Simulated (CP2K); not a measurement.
# MoS2: band structure with PBE

Slab: MoS2, a slab with vacuum.

```xyz
3
Lattice="3.1841 0.0000 0.0000 -1.5921 2.7575 0.0000 0.0000 0.0000 17.3346" Properties=species:S:1:pos:R:3 pbc="T T T"
Mo    0.0000    0.0000    0.0000
S     0.0000    1.8384   15.7833
S     0.0000    1.8384    1.5513
```

```yaml
Program: CP2K 2026.2
Task: band structure
Functional: PBE
Potentials_or_basis: POTENTIAL_UZH Mo GTH-PBE-q14, S GTH-PBE-q6; TZVP-MOLOPT-PBE-GTH basis
Density_cutoff: 6123 eV
k_mesh: 10 × 10 × 2
Occupations: fermi-dirac, width 0.0259 eV
Spin: no spin polarisation
SCF_solver: diagonalisation with k points
Quickstep_method: GPW
EPS_DEFAULT: 1.0E-9
EPS_SCF: 1.0E-6
MAX_SCF: 100
SCF_GUESS: ATOMIC
k_points_reduced_by_the_point_group: yes
Mesh_centred_on_Gamma: yes
CHOLESKY: OFF
EPS_EIGVAL: 1.0E-7
MIXING_METHOD: BROYDEN_MIXING
MIXING_ALPHA: 0.4
NBUFFER: 8
NGRIDS: 4
Basis_sets: Mo TZVP-MOLOPT-PBE-GTH-q14, S TZVP-MOLOPT-PBE-GTH-q6
Potentials: Mo GTH-PBE-q14 of POTENTIAL_UZH, S GTH-PBE-q6 of POTENTIAL_UZH
ADDED_MOS: "[15]"
Points_a_segment_of_the_path_NPOINTS: 8
Bands_added_on_the_path: 4
REL_CUTOFF_Ry: 60 Ry
MIXING_BETA_1/bohr: 1.5 1/bohr
CUTOFF_of_the_grids: 450 Ry
```

The largest force is 0.411 eV/Å and the band gap on the k mesh is 1.72 eV, indirect (least direct gap 1.95 eV). The band gap along the path is 1.57 eV, indirect (least direct gap 1.68 eV) and the mulliken charges are Mo -0.23; S +0.11 e.

Forces on the atoms (eV/Å):
```
Mo   0.000  0.000  0.000
S    0.000  0.000 -0.411
S    0.000  0.000  0.411
```

Stress tensor (GPa, compression positive):
```
0.76 0.00 0.00
0.00 0.76 0.00
0.00 0.00 1.34
```

Levels at the corners of the path, in eV from the valence-band top:
```
point  band 11  band 12  band 13  band 14  band 15  band 16
    Γ    -1.66    -1.66     0.00     2.70     2.70     2.97
    M    -1.92    -1.10    -0.69     2.18     2.70     3.88
    K    -2.93    -2.21    -0.11     1.57     3.07     3.52
    Γ    -1.66    -1.66     0.00     2.70     2.70     2.97
    A    -1.66    -1.66     0.00     2.70     2.70     2.97
    L    -1.92    -1.10    -0.69     2.18     2.70     3.88
    H    -2.93    -2.21    -0.11     1.57     3.07     3.52
    A    -1.66    -1.66     0.00     2.70     2.70     2.97
    L    -1.92    -1.10    -0.69     2.18     2.70     3.88
    M    -1.92    -1.10    -0.69     2.18     2.70     3.88
    K    -2.93    -2.21    -0.11     1.57     3.07     3.52
    H    -2.93    -2.21    -0.11     1.57     3.07     3.52
```

Run time: 37 s on 1 thread of Intel(R) Xeon(R) Platinum 8375C CPU @ 2.90GHz (Ice Lake), on a shared host, peak memory 0.51 GiB.

Caveat: Mulliken charges move with the basis; the basis of atomic orbitals isn't converged, which shifts pressures, moduli and gaps. Expect the measured gap to be larger: semilocal functionals such as PBE lack the derivative discontinuity.
